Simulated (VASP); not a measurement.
**GaN: single point with HSE06**

GaN:

```
CELL_PARAMETERS angstrom
4.54820 4.54820 -4.54820
-4.54820 -4.54820 -4.54820
-4.54820 4.54820 4.54820
ATOMIC_POSITIONS crystal
Ga 0.25000 0.75000 0.00000
Ga 0.50000 0.50000 0.00000
Ga 0.75000 0.25000 0.00000
Ga 0.75000 0.75000 0.50000
Ga 0.00000 0.75000 0.25000
Ga 0.25000 0.50000 0.25000
Ga 0.50000 0.25000 0.25000
Ga 0.75000 0.00000 0.25000
Ga 0.00000 0.00000 0.00000
Ga 0.50000 0.75000 0.75000
Ga 0.75000 0.50000 0.75000
Ga 0.00000 0.50000 0.50000
Ga 0.25000 0.25000 0.50000
Ga 0.50000 0.00000 0.50000
Ga 0.00000 0.25000 0.75000
Ga 0.25000 0.00000 0.75000
N 0.25000 0.00000 0.00000
N 0.50000 0.75000 0.00000
N 0.75000 0.50000 0.00000
N 0.75000 0.00000 0.50000
N 0.00000 0.00000 0.25000
N 0.25000 0.75000 0.25000
N 0.50000 0.50000 0.25000
N 0.75000 0.25000 0.25000
N 0.00000 0.25000 0.00000
N 0.50000 0.00000 0.75000
N 0.75000 0.75000 0.75000
N 0.00000 0.75000 0.50000
N 0.25000 0.50000 0.50000
N 0.50000 0.25000 0.50000
N 0.00000 0.50000 0.75000
N 0.25000 0.25000 0.75000
```

The cell is a database's computed one.

| Property | Result |
| --- | --- |
| Program | VASP 6.6.1 |
| Task | single point |
| Functional | HSE06 |
| Potentials or basis | VASP PAW PBE potentials, release 64 (Ga_d, N) |
| Cutoff | 400 eV |
| k mesh | 1 × 1 × 1 |
| Occupations | gaussian, width 0.01 eV |
| Spin | no spin polarisation |
| Grid for exact exchange (PRECFOCK) | Fast |
| Screening parameter | 0.2 1/A |
| Further INCAR settings | PREC = Normal; LREAL = Auto; ALGO = Normal; EDIFF = 1e-06 |

The band gap on the k mesh is 2.93 eV.

Levels at points of the mesh, in eV from the valence-band top:
| k point | band 142 | band 143 | band 144 | band 145 | band 146 | band 147 |
| --- | --- | --- | --- | --- | --- | --- |
| (0.00, 0.00, 0.00) | 0.00 | 0.00 | 0.00 | 2.93 | 4.52 | 4.52 |

Core levels (eV, on the scale of the bands):
| atom | levels |
| --- | --- |
| 1 Ga | 1s -10216.3, 2s -1249.7, 2p -1086.2, 3s -136.5, 3p -87.2 |
| 2 Ga | 1s -10216.3, 2s -1249.7, 2p -1086.2, 3s -136.5, 3p -87.2 |
| 3 Ga | 1s -10216.3, 2s -1249.7, 2p -1086.2, 3s -136.5, 3p -87.2 |
| 4 Ga | 1s -10216.3, 2s -1249.7, 2p -1086.2, 3s -136.5, 3p -87.2 |
| 5 Ga | 1s -10216.3, 2s -1249.7, 2p -1086.2, 3s -136.5, 3p -87.2 |
| 6 Ga | 1s -10216.3, 2s -1249.7, 2p -1086.2, 3s -136.5, 3p -87.2 |

It took 3.4 min on 4 MPI ranks on Intel(R) Xeon(R) Platinum 8175M CPU @ 2.50GHz (Skylake/Cascade Lake) (shared host), peak memory 0.36 GiB a rank.

Caveat: the k mesh is coarse (spacing up to 0.98 Å⁻¹), so the values aren't converged, least of all with exact exchange; an odd mesh through Γ misses points on the zone boundary, where band edges often lie.
